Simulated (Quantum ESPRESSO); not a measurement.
The system is GaN.

```
CELL_PARAMETERS angstrom
0.00000 2.25350 2.25350
2.25350 0.00000 2.25350
2.25350 2.25350 0.00000
ATOMIC_POSITIONS crystal
Ga 0.00000 0.00000 0.00000
N 0.25000 0.25000 0.25000
```

The cell is a database's computed one.

- Program: Quantum ESPRESSO 7.5
- Task: phonons
- Functional: PBEsol
- Potentials or basis: GBRV 1.5 PBEsol
- Cutoff: 612 eV
- Density cutoff: 4898 eV
- k mesh: 8 × 8 × 8, shifted
- Occupations: fermi-dirac, width 0.05 eV
- Spin: no spin polarisation
- Mixing beta: 0.5
- Most SCF iterations: 120
- SCF threshold: 4e-10 Ry

The cell and the atoms were relaxed first, to 11.36 Å³/atom (a = 3.179 Å, b = 3.179 Å, c = 3.179 Å, α = 60.00°, β = 60.00°, γ = 60.00°), and the response was taken there.

The first run showed a gap, so the response started from a second, tighter run with fixed occupations.

How polar is the lattice: what are the Born charges, the two dielectric constants and the LO-TO splitting?

Born charges ±2.66 e; dielectric constants 5.94 (electrons alone) and 10.49 (static); transverse and longitudinal modes at 538 and 715 cm⁻¹.
